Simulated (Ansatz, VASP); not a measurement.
# One calculation of Be, two programs

File INCAR:

```
SYSTEM = Be
  PREC = Accurate
  ENCUT = 520
  EDIFF = 1E-6
  ISMEAR = 0
  SIGMA = 0.15
  LREAL = .False.
  LASPH = .True.
  NELM = 80
  ALGO = Normal
  ISIF = 2
  LWAVE = .False.
  LCHARG = .True.
  GGA = PS
  LELF = .True.
  LVHAR = .True.
  NBANDS = 9
```

Contents of KPOINTS:

```
regular mesh
0
Gamma
  24 24 14
  0 0 0
```

File POSCAR:

```
Be
1.0
    2.4144770842      0.0000000000      0.0000000000
   -1.2072385421      2.0909984917      0.0000000000
    0.0000000000      0.0000000000      3.7809450000
Be
2
Direct
    0.3333333333      0.6666666667      0.2500000000
    0.6666666667      0.3333333333      0.7500000000
```

Input for Ansatz:

```yaml
crystal:
  lattice:
    - [2.4144770842, 0.0, 0.0]
    - [-1.2072385421, 2.0909984917, 0.0]
    - [0.0, 0.0, 3.780945]
  atoms:
    - { symbol: Be, position: [0.3333333333, 0.6666666667, 0.25] }
    - { symbol: Be, position: [0.6666666667, 0.3333333333, 0.75] }
basis:
  ecutwfc: 420
kpoints:
  mp_grid: { grid: [24, 24, 14] }
hamiltonian:
  xc: pbesol
scf:
  occupations: { method: gaussian, width: 0.15 }
output:
  forces: true
  stress: true
  eigenvalues: true
```

Change from the starting cell: strain +0.050 along x and y, +0.050 along z, atoms carried along.

Alike in both runs: task single point; functional PBEsol; k mesh 24 × 24 × 14; occupations gaussian, width 0.15 eV; no spin polarisation.

|  | VASP | Ansatz |
| --- | --- | --- |
| version | VASP 6.6.1 | Ansatz 0.2.0 |
| potentials or method | VASP PAW PBE potentials, release 64 (Be) | scalar-relativistic, plane waves, PAW |
| plane-wave cutoff (eV) | 520 | 420 |
| valence electrons in the cell | 4 | 4 |

Ansatz gave:

| Property | Result |
| --- | --- |
| gap on the k mesh at the Fermi level (eV) | none |
| pressure (GPa) | -17.6 |
| largest component of the traceless stress (GPa) | 0.80 |

Task: What did VASP give for the same quantities?

Result: gap on the k mesh at the Fermi level (eV): none; pressure (GPa): -17.4; largest component of the traceless stress (GPa): 0.76.

A gap of «none» marks a metal or a gap that the smearing closes.

Caveats: so large a pressure means that the cell lies far from this level's equilibrium, or that cutoff or potentials fall short (VASP); the potentials were made for another functional, which shifts forces and pressure (VASP).
